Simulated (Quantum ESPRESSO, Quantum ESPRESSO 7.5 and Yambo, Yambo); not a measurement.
# ZrSe2 (1T monolayer): G0W0 with Yambo, start to end

How does a plane-wave GW calculation on ZrSe2 (1T monolayer) run from the first input to the gap?

Program: Quantum ESPRESSO 7.5 and Yambo 5.3.0. Level of theory: PBE and many-body steps on it, plane waves. Results are calculated unless marked as measured.

### Step 1. The starting structure

The cell holds 3 atoms: 1 Zr and 2 Se. Its edges and angles: a = 3.808 Å, b = 3.808 Å, c = 16.000 Å, α = 90.0°, β = 90.0°, γ = 120.0°. Vacuum lies along c.

The structure was relaxed with PBE. The runs that relaxed it are not among those shown.

### Step 2. Ground state

This step: Quantum ESPRESSO 7.5; DFT, PBE, plane waves, norm-conserving pseudopotentials.

The ground-state density comes first.

Contents of pw.in:

```
&control
  calculation = 'scf'
  prefix = 'x'
  outdir = 'o'
  pseudo_dir = 'pseudo'
/
&system
  ibrav = 0
  nat = 3
  ntyp = 2
  ecutwfc = 104.0
  nbnd = 35
  force_symmorphic = .true.
/
&electrons
  conv_thr = 1e-10
  electron_maxstep = 80
  mixing_beta = 0.5
/
ATOMIC_SPECIES
  Zr 91.224 Zr.upf
  Se 78.971 Se.upf
CELL_PARAMETERS angstrom
  3.8082320812 -0.0000000003 0.0000000000
  -1.9041160403 3.2980257260 0.0000000000
  0.0000000000 0.0000000000 16.0000000000
ATOMIC_POSITIONS crystal
  Zr 0.0000000000 0.0000000000 0.5000000000
  Se 0.3333333333 0.6666666667 0.5985386353
  Se 0.6666666667 0.3333333333 0.4014613647
K_POINTS automatic
  9 9 1 0 0 0
```

Started as:

```sh
> OMP_NUM_THREADS=1 mpirun -n 8 pw.x -nk 8 -in pw.in > pw.out
```

What it wrote:

```text
Program PWSCF v.7.5 starts

     This program is part of the open-source Quantum ESPRESSO suite
     for quantum simulation of materials; please cite
         "P. Giannozzi et al., J. Phys.:Condens. Matter 21 395502 (2009);
         "P. Giannozzi et al., J. Phys.:Condens. Matter 29 465901 (2017);
         "P. Giannozzi et al., J. Chem. Phys. 152 154105 (2020);
     in publications or presentations arising from this work. More details at
     Message from routine setup:
     using ibrav=0 with symmetry is DISCOURAGED, use correct ibrav instead

     G-vector sticks info

     bravais-lattice index     =            0
     lattice parameter (alat)  =       7.1965  a.u.
     unit-cell volume          =    1356.1072 (a.u.)^3
     number of atoms/cell      =            3
     number of atomic types    =            2
     number of electrons       =        60.00
     number of Kohn-Sham states=           35
     kinetic-energy cutoff     =     104.0000  Ry
     charge density cutoff     =     416.0000  Ry
     scf convergence threshold =      1.0E-10
     mixing beta               =       0.5000
     number of iterations used =            8  plain     mixing
     Exchange-correlation= PBE
                           (   1   4   3   4   0   0   0)

     celldm(1)=   7.196516  celldm(2)=   0.000000  celldm(3)=   0.000000
     celldm(4)=   0.000000  celldm(5)=   0.000000  celldm(6)=   0.000000

     crystal axes: (cart. coord. in units of alat)
               a(1) = (   1.000000  -0.000000   0.000000 )
               a(2) = (  -0.500000   0.866025   0.000000 )
               a(3) = (   0.000000   0.000000   4.201425 )

     reciprocal axes: (cart. coord. in units 2 pi/alat)
               b(1) = (  1.000000  0.577350 -0.000000 )
               b(2) = (  0.000000  1.154701 -0.000000 )
               b(3) = ( -0.000000 -0.000000  0.238015 )
     Pseudo is Norm-conserving + core correction, Zval = 12.0
     Generated using ONCVPSP code by D. R. Hamann
     Using radial grid of 1622 points,  6 beta functions with:
     Pseudo is Norm-conserving + core correction, Zval = 24.0
     Generated using ONCVPSP code by D. R. Hamann
     Using radial grid of 1214 points,  6 beta functions with:
     Zr               12.00    91.22400     Zr( 1.00)
     Se               24.00    78.97100     Se( 1.00)

     12 Sym. Ops., with inversion, found

   Cartesian axes

     site n.     atom                  positions (alat units)
         1        Zr     tau(   1) = (   0.0000000   0.0000000   2.1007123  )
         2        Se     tau(   2) = (   0.0000000   0.5773503   2.5147150  )
         3        Se     tau(   3) = (   0.5000000   0.2886751   1.6867097  )

     number of k points=    12
                       cart. coord. in units 2pi/alat
        k(    1) = (   0.0000000   0.0000000   0.0000000), wk =   0.0246914
        k(    2) = (   0.0000000   0.1283001   0.0000000), wk =   0.1481481
        k(    3) = (   0.0000000   0.2566001   0.0000000), wk =   0.1481481
        k(    4) = (   0.0000000   0.3849002   0.0000000), wk =   0.1481481
        k(    5) = (   0.0000000   0.5132002   0.0000000), wk =   0.1481481
        k(    6) = (   0.1111111   0.1924501   0.0000000), wk =   0.1481481
        k(    7) = (   0.1111111   0.3207501   0.0000000), wk =   0.2962963
        k(    8) = (   0.1111111   0.4490502   0.0000000), wk =   0.2962963
        k(    9) = (   0.1111111   0.5773503   0.0000000), wk =   0.1481481
        k(   10) = (   0.2222222   0.3849002   0.0000000), wk =   0.1481481
        k(   11) = (   0.2222222   0.5132002   0.0000000), wk =   0.2962963
        k(   12) = (   0.3333333   0.5773503   0.0000000), wk =   0.0493827

     Dense  grid:   194387 G-vectors     FFT dimensions: (  48,  48, 200)

     Initial potential from superposition of free atoms

     starting charge      59.9975, renormalised to      60.0000
     Starting wfcs are   36 randomized atomic wfcs

     per-process dynamical memory:   141.1 Mb

     Self-consistent Calculation

     iteration #  1     ecut=   104.00 Ry     beta= 0.50

     Threshold (ethr) on eigenvalues was too large:
     Diagonalizing with lowered threshold

     total energy              =   -1454.55972117 Ry
     estimated scf accuracy    <       0.12962365 Ry

     iteration #  2     ecut=   104.00 Ry     beta= 0.50

     total energy              =   -1454.57227783 Ry
     estimated scf accuracy    <       0.06111814 Ry

     iteration #  3     ecut=   104.00 Ry     beta= 0.50

     total energy              =   -1454.58703005 Ry
     estimated scf accuracy    <       0.02717524 Ry

     iteration #  4     ecut=   104.00 Ry     beta= 0.50

     total energy              =   -1454.59048814 Ry
     estimated scf accuracy    <       0.00089124 Ry

     iteration #  5     ecut=   104.00 Ry     beta= 0.50

     total energy              =   -1454.59054103 Ry
     estimated scf accuracy    <       0.00008361 Ry

     iteration #  6     ecut=   104.00 Ry     beta= 0.50

     total energy              =   -1454.59056179 Ry
     estimated scf accuracy    <       0.00001402 Ry

     iteration #  7     ecut=   104.00 Ry     beta= 0.50

     total energy              =   -1454.59056362 Ry
     estimated scf accuracy    <       0.00000012 Ry

     iteration #  8     ecut=   104.00 Ry     beta= 0.50

     total energy              =   -1454.59056368 Ry
     estimated scf accuracy    <       0.00000003 Ry

     iteration #  9     ecut=   104.00 Ry     beta= 0.50

     total energy              =   -1454.59056369 Ry
     estimated scf accuracy    <          4.5E-09 Ry

     iteration # 10     ecut=   104.00 Ry     beta= 0.50

     total energy              =   -1454.59056369 Ry
     estimated scf accuracy    <          9.1E-10 Ry

     iteration # 11     ecut=   104.00 Ry     beta= 0.50

     End of self-consistent calculation

          k = 0.0000 0.0000 0.0000 ( 24297 PWs)   bands (ev):

  -206.9615-206.9615-146.4447-146.4447-146.4447-146.4447-146.4402-146.4402
   -49.3026 -46.6269 -46.6269 -46.6267 -46.6267 -46.6192 -46.6192 -46.6189
   -46.6189 -46.6155 -46.6154 -27.3338 -27.2308 -27.2308 -12.7085 -11.8333
    -3.8018  -2.3170  -2.3170  -0.9055   0.1714   0.1714   1.3003   1.3003
     1.9068   4.6715   4.6716

          k = 0.0000 0.1283 0.0000 ( 24323 PWs)   bands (ev):

  -206.9615-206.9615-146.4447-146.4447-146.4447-146.4447-146.4402-146.4402
   -49.3015 -46.6269 -46.6267 -46.6266 -46.6266 -46.6192 -46.6192 -46.6189
   -46.6189 -46.6155 -46.6154 -27.3290 -27.2513 -27.2352 -12.6045 -11.8302
    -3.6536  -2.6216  -2.2593  -0.7186  -0.6302  -0.2147   1.3626   1.7259
     2.1662   4.0334   4.5876

          k = 0.0000 0.2566 0.0000 ( 24320 PWs)   bands (ev):

  -206.9615-206.9615-146.4447-146.4447-146.4447-146.4447-146.4402-146.4402
   -49.2987 -46.6268 -46.6267 -46.6265 -46.6260 -46.6192 -46.6191 -46.6189
   -46.6188 -46.6154 -46.6153 -27.3176 -27.3019 -27.2463 -12.3324 -11.8179
    -3.3142  -3.0012  -2.1550  -2.0235  -0.6935  -0.5076   1.1328   2.2822
     2.5681   3.7553   4.5437

          k = 0.0000 0.3849 0.0000 ( 24272 PWs)   bands (ev):

     [... further k-points ...]

     highest occupied, lowest unoccupied level (ev):     0.1714    0.7221

!    total energy              =   -1454.59056369 Ry
     estimated scf accuracy    <          3.8E-11 Ry

     The total energy is the sum of the following terms:
     one-electron contribution =   -3615.52410843 Ry
     hartree contribution      =    1741.87320072 Ry
     xc contribution           =    -135.38878190 Ry
     ewald contribution        =     554.44912592 Ry

     convergence has been achieved in  11 iterations

     XML data file, charge density, pseudopotentials, collected wavefunctions

=------------------------------------------------------------------------------=
   JOB DONE.
=------------------------------------------------------------------------------=
```

Run time: 58 s. Hardware: 8 MPI ranks of AMD EPYC 7R43, shared host; peak memory 1.8 GiB.

This step gave:

```
total energy               : -19790.7128 eV
gap                        : 0.5508 eV
k of the valence top       : 0, 0, 0
k of the conduction bottom : 0, 0.4444, 0
least direct gap           : 1.129 eV
```

The gap is indirect, with the least direct gap 0.58 eV higher.

### Step 3. Bands along the symmetry lines

The cheap functional maps the bands first; the places of the edges decide which points the dearer methods must see.

Contents of pw.in:

```
&control
  calculation = 'bands'
  prefix = 'x'
  outdir = 'o'
  pseudo_dir = 'pseudo'
/
&system
  ibrav = 0
  nat = 3
  ntyp = 2
  ecutwfc = 104.0
  nbnd = 36
  force_symmorphic = .true.
/
&electrons
  conv_thr = 1e-9
  electron_maxstep = 80
  diago_full_acc = .true.
  diago_thr_init = 5e-6
/
ATOMIC_SPECIES
  Zr 91.224 Zr.upf
  Se 78.971 Se.upf
CELL_PARAMETERS angstrom
  3.8082320812 -0.0000000003 0.0000000000
  -1.9041160403 3.2980257260 0.0000000000
  0.0000000000 0.0000000000 16.0000000000
ATOMIC_POSITIONS crystal
  Zr 0.0000000000 0.0000000000 0.5000000000
  Se 0.3333333333 0.6666666667 0.5985386353
  Se 0.6666666667 0.3333333333 0.4014613647
K_POINTS crystal
  25
  0.00000000 0.00000000 0.00000000 1
  0.06250000 0.00000000 0.00000000 1
  0.12500000 0.00000000 0.00000000 1
  0.18750000 0.00000000 0.00000000 1
  0.25000000 0.00000000 0.00000000 1
  0.31250000 0.00000000 0.00000000 1
  0.37500000 0.00000000 0.00000000 1
  0.43750000 0.00000000 0.00000000 1
  0.50000000 0.00000000 0.00000000 1
  0.47916667 0.04166667 0.00000000 1
  0.45833333 0.08333333 0.00000000 1
  0.43750000 0.12500000 0.00000000 1
  0.41666666 0.16666666 0.00000000 1
  0.39583333 0.20833333 0.00000000 1
  0.37500000 0.25000000 0.00000000 1
  0.35416666 0.29166666 0.00000000 1
  0.33333333 0.33333333 0.00000000 1
  0.29166666 0.29166666 0.00000000 1
  0.25000000 0.25000000 0.00000000 1
  0.20833333 0.20833333 0.00000000 1
  0.16666666 0.16666666 0.00000000 1
  0.12500000 0.12500000 0.00000000 1
  0.08333333 0.08333333 0.00000000 1
  0.04166667 0.04166667 0.00000000 1
  0.00000000 0.00000000 0.00000000 1
```

What it wrote:

```text
[banner, memory and clock lines left out]
Program PWSCF v.7.5 starts

     Atomic positions and unit cell read from directory:
     o/x.save/

     Message from routine setup:
     using ibrav=0 with symmetry is DISCOURAGED, use correct ibrav instead

     G-vector sticks info

     bravais-lattice index     =            0
     lattice parameter (alat)  =       7.1965  a.u.
     unit-cell volume          =    1356.1072 (a.u.)^3
     number of atoms/cell      =            3
     number of atomic types    =            2
     number of electrons       =        60.00
     number of Kohn-Sham states=           36
     kinetic-energy cutoff     =     104.0000  Ry
     charge density cutoff     =     416.0000  Ry
     Exchange-correlation= PBE
                           (   1   4   3   4   0   0   0)

     celldm(1)=   7.196516  celldm(2)=   0.000000  celldm(3)=   0.000000
     celldm(4)=   0.000000  celldm(5)=   0.000000  celldm(6)=   0.000000

     crystal axes: (cart. coord. in units of alat)
               a(1) = (   1.000000  -0.000000   0.000000 )
               a(2) = (  -0.500000   0.866025   0.000000 )
               a(3) = (   0.000000   0.000000   4.201425 )

     reciprocal axes: (cart. coord. in units 2 pi/alat)
               b(1) = (  1.000000  0.577350 -0.000000 )
               b(2) = (  0.000000  1.154701 -0.000000 )
               b(3) = ( -0.000000 -0.000000  0.238015 )
     Pseudo is Norm-conserving + core correction, Zval = 12.0
     Generated using ONCVPSP code by D. R. Hamann
     Using radial grid of 1622 points,  6 beta functions with:
     Pseudo is Norm-conserving + core correction, Zval = 24.0
     Generated using ONCVPSP code by D. R. Hamann
     Using radial grid of 1214 points,  6 beta functions with:
     Zr               12.00    91.22400     Zr( 1.00)
     Se               24.00    78.97100     Se( 1.00)

     12 Sym. Ops., with inversion, found

   Cartesian axes

     site n.     atom                  positions (alat units)
         1        Zr     tau(   1) = (   0.0000000   0.0000000   2.1007123  )
         2        Se     tau(   2) = (   0.0000000   0.5773503   2.5147150  )
         3        Se     tau(   3) = (   0.5000000   0.2886751   1.6867097  )

     number of k points=    25
                       cart. coord. in units 2pi/alat
        k(    1) = (   0.0000000   0.0000000   0.0000000), wk =   0.0800000
        k(    2) = (   0.0625000   0.0360844   0.0000000), wk =   0.0800000
        k(    3) = (   0.1250000   0.0721688   0.0000000), wk =   0.0800000
[...]
[... 13 further rows ...]
        k(   24) = (   0.0416667   0.0721688   0.0000000), wk =   0.0800000
        k(   25) = (   0.0000000   0.0000000   0.0000000), wk =   0.0800000

     Dense  grid:   194387 G-vectors     FFT dimensions: (  48,  48, 200)

     The potential is recalculated from file :
     o/x.save/charge-density

     Starting wfcs are   36 randomized atomic wfcs

     Band Structure Calculation

     End of band structure calculation

          k = 0.0000 0.0000 0.0000 ( 24297 PWs)   bands (ev):

  -206.9615-206.9615-146.4448-146.4448-146.4448-146.4447-146.4402-146.4402
   -49.3027 -46.6269 -46.6269 -46.6267 -46.6267 -46.6192 -46.6192 -46.6189
   -46.6189 -46.6155 -46.6154 -27.3339 -27.2309 -27.2309 -12.7085 -11.8333
    -3.8019  -2.3171  -2.3171  -0.9055   0.1713   0.1713   1.3003   1.3003
     1.9068   4.5064   4.6715   4.6715

          k = 0.0625 0.0361 0.0000 ( 24307 PWs)   bands (ev):

  -206.9615-206.9615-146.4448-146.4448-146.4448-146.4447-146.4402-146.4402
[...]
1.9981   4.3687   4.6342   4.6395

          k = 0.1250 0.0722 0.0000 ( 24316 PWs)   bands (ev):

  -206.9615-206.9615-146.4448-146.4448-146.4448-146.4448-146.4402-146.4402
[...]
2.2193   3.9514   4.5730   4.9319

[...]
k = 0.0417 0.0722 0.0000 ( 24317 PWs)   bands (ev):

  -206.9615-206.9615-146.4448-146.4448-146.4448-146.4447-146.4402-146.4402
[...]
2.0300   4.3121   4.5846   4.7026

          k = 0.0000 0.0000 0.0000 ( 24297 PWs)   bands (ev):

  -206.9615-206.9615-146.4448-146.4448-146.4448-146.4447-146.4402-146.4402
[...]
-46.6189 -46.6155 -46.6154 -27.3339 -27.2309 -27.2309 -12.7085 -11.8333
    -3.8019  -2.3171  -2.3171  -0.9055   0.1713   0.1713   1.3003   1.3003
     1.9068   4.5064   4.6715   4.6715

     XML data file, pseudopotentials, collected wavefunctions
```

Run time: 31 s. Hardware: 8 MPI ranks; peak memory 1.6 GiB; 3.3 min of CPU time.

Numbers from this step:

| Item | Value |
| --- | --- |
| gap | 0.5296 eV |
| k of the valence top | 0, 0, 0 |
| k of the conduction bottom | 0.5, 0, 0 |
| least direct gap | 1.129 eV |

The gap is 0.530 eV, −0.021 eV from the run before at this level.

The electronic bands at the labelled points (eV, zero at the top of the highest filled band):

```tsv
point	band 27	band 28	band 29	band 30	band 31	band 32	band 33	band 34
Γ	-2.49	-1.08	0.00	0.00	1.13	1.13	1.74	4.34
halfway	-2.45	-2.31	-0.94	-0.74	0.89	2.21	2.48	3.67
M	-2.47	-2.41	-1.45	-1.05	0.53	2.57	2.91	4.75
halfway	-2.42	-2.32	-2.02	-1.53	1.27	2.56	2.66	4.16
K	-3.37	-2.06	-2.06	-1.92	1.84	2.44	2.44	4.39
halfway	-2.75	-2.07	-1.68	-0.77	1.43	1.82	2.75	3.75
Γ	-2.49	-1.08	0.00	0.00	1.13	1.13	1.74	4.34
```

(Part 1 of 3 ends here.)

[Paths, hosts, dates, memory and timing lines, banners, echoed tables and standing remarks are left out of the program output.]

[Logs are printed without paths, hosts, clocks, repeated set-up lines and the standing remarks that a program may print on its own settings, such as how far it seeks lower states.]

[Runs of the session that timed out or met a known fault of the program may be left out.]

[Hosts, paths, dates, database ids (printed as entryN), source tags and the programs' standing remarks are cut or masked in the printed files.]
